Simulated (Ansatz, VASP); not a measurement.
# Two plane-wave programs on InAs

```
In As
1.0
     0.00000    3.10723    3.10723
     3.10723    0.00000    3.10723
     3.10723    3.10723    0.00000
In As
1 1
Direct
  0.00000 0.00000 0.00000
  0.25000 0.25000 0.25000
```

Alike in both runs: task relaxation of cell and atoms; functional PBE; k mesh 11 × 11 × 11; occupations fermi-dirac, width 0.08 eV; no spin polarisation.

|  | VASP | Ansatz |
| --- | --- | --- |
| version | VASP 6.6.1 | Ansatz 0.2.0 |
| potentials or method | VASP PAW PBE potentials, release 64 (In_d, As) | PAW with Ansatz's default frozen-core files, scalar-relativistic |
| plane-wave cutoff (eV) | 600 | 420 |
| valence electrons in the cell | 18 | 28 |

|  | VASP | Ansatz | Ansatz less VASP |
| --- | --- | --- | --- |
| relaxed volume (Å³/atom) | 29.64 | 29.60 | -0.036 |
| relaxed cell length with the largest relative difference (Å) | 4.376 | 4.375 | -0.0018 |

The two sets of potentials don't hold the same shells in valence.
